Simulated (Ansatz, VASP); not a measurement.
One calculation of Tc, two programs

File INCAR:

```
PREC = Accurate
ENCUT = 520
EDIFF = 1E-6
ISMEAR = -1
SIGMA = 0.05
LREAL = F
LASPH = T
NELM = 100
ALGO = Normal
ISIF = 2
LWAVE = F
LCHARG = F
GGA = PS
NBANDS = 12
```

Contents of KPOINTS:

```
Automatic mesh
0
Gamma
  14 14 14
```

File POSCAR:

```
Tc
1.0
    0.0000000000      1.9756608374      1.9756608374
    1.9756608374      0.0000000000      1.9756608374
    1.9756608374      1.9756608374      0.0000000000
Tc
1
Direct
    0.0000000000      0.0000000000      0.0000000000
```

Input for Ansatz:

```yaml
crystal:
  lattice:
    - [0.0, 1.9756608374, 1.9756608374]
    - [1.9756608374, 0.0, 1.9756608374]
    - [1.9756608374, 1.9756608374, 0.0]
  atoms:
    - { symbol: Tc, position: [0.0, 0.0, 0.0] }
kpoints:
  mp_grid: { grid: [14, 14, 14] }
scf:
  occupations: { method: fermi_dirac, width: 0.05 }
hamiltonian:
  xc: pbesol
  pseudopotentials: { kind: all_electron, lapw: { basis_error: 0.0005 } }
output:
  forces: true
  stress: true
  eigenvalues: true
```

Change from the starting cell: functional pbesol, volume scaled by 1.04.

Alike in both runs: task single point; functional PBEsol; k mesh 14 × 14 × 14; occupations fermi-dirac, width 0.05 eV; no spin polarisation.

|  | VASP | Ansatz |
| --- | --- | --- |
| version | VASP 6.6.1 | Ansatz 0.2.0 |
| potentials or method | VASP PAW PBE potentials, release 64 (Tc_pv) | all-electron LAPW, scalar-relativistic |
| plane-wave cutoff (eV) | 520 | see its input |

|  | VASP | Ansatz | Ansatz less VASP |
| --- | --- | --- | --- |
| pressure (GPa) | -24.9 | -24.3 | +0.54 |

Ansatz ran all-electron here, so the differences hold the error of VASP's frozen core and of both bases.

Caveats: so large a pressure means that the cell lies far from this level's equilibrium, or that cutoff or potentials fall short (VASP); the potentials were made for another functional, which shifts forces and pressure (VASP).
